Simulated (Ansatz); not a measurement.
FePt (Tetraferroplatinum):

```
Pt Fe
1.0
     2.72350    0.00000    0.00000
     0.00000    2.72350    0.00000
     0.00000    0.00000    3.72000
Pt Fe
1 1
Cartesian
  1.3618 1.3618 1.8600
  0.0000 0.0000 0.0000
```

Base run:

| Item | Value |
| --- | --- |
| Program | Ansatz 0.2.0 |
| Functional | PBEsol |
| Potentials or basis | Ansatz PAW |
| Cutoff | 420 eV (not typed: the program's choice for these potentials) |
| k mesh | 10 × 10 × 7 |
| Occupations | fermi-dirac, width 0.05 eV |
| Spin | collinear spin, ferromagnetic start |
| Starting moments | [0.0, 3.0] μB |

Its results: band gap on the k mesh none (metal or under the smearing width); pressure -6.0 GPa; net moment 3.28 μB per cell.

**Question.** The run is repeated on the same cell with these changes: spin from collinear spin, ferromagnetic start to non-collinear spin, ferromagnetic start, spin-orbit coupling; potential files from those of the base run to others of the same set; moments at the start from [0.0, 3.0] to [0.0, 0.0, 0.0, 1.73, 1.73, 1.73]. What comes out?

**Answer.** Band gap on the k mesh none (metal or under the smearing width); pressure -6.6 GPa; net moment 3.25 μB per cell.

Caveats: the PAW data sets come from PBE, with cores solved anew for the run's functional, which leaves a small shift of forces and pressure; spin-orbit coupling is left out, which moves the levels of the heavy elements (some runs); the thresholds are loose for stress (some runs).
